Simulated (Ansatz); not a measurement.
One structure, 4 elements: KF, KCl, KBr, KI

Plane-wave DFT in Ansatz with scalar-relativistic PAW potentials, cutoff 420 eV, Γ-centred meshes chosen by cell and gap, Gaussian smearing with energies taken to zero width. Every cell was relaxed (cell and atoms) in a run of its own, within the symmetry of its start. Functional: PBEsol.

All members share space group Fm-3m and the same sites; only the element on one set of sites changes (F, Cl, Br, I). Members needn't be the stable form of their composition. Energies over the elements, where given, are against the elements' standard states in the same functional (H₂, N₂, O₂ and halogens uncorrected, Hg as a solid). The first member:

Space group Fm-3m (No. 225). a = 5.309 Å, b = 5.309 Å, c = 5.309 Å, α = 90.00°, β = 90.00°, γ = 90.00°
```csv
atom,site,symmetry,x,y,z
K,4a,m-3m,0.0000,0.0000,0.0000
F,4b,m-3m,0.5000,0.0000,0.0000
```

| compound | V (Å³/atom) | a (Å) | gap on mesh (eV) | energy over elements (eV/atom) |
| --- | --- | --- | --- | --- |
| KF | 18.70 | 5.309 | 6.15 | -2.717 |
| KBr | 35.12 | 6.550 | 4.34 | -1.742 |
| KI | 42.98 | 7.006 | 3.87 | -1.470 |

Predict the member with Cl.

V (Å³/atom) 30.41, a (Å) 6.243, gap on mesh (eV) 5.10, energy over elements (eV/atom) -2.001. Interpolating linearly in period between F and Br would give 26.91 Å³/atom (11.5 % too small) and a gap of 5.24 eV, with -2.229 eV/atom over the elements. Over the whole series the volume grows at each step down the group; the gap narrows; binding against the elements weakens. The p levels of the anion rise down the group and lift the valence band, the usual cause of such narrowing. Less electronegative, larger anions gain less from charge transfer and lattice energy, in line with the weaker binding.

Spin-orbit coupling is left out, which matters for the bands of heavy elements.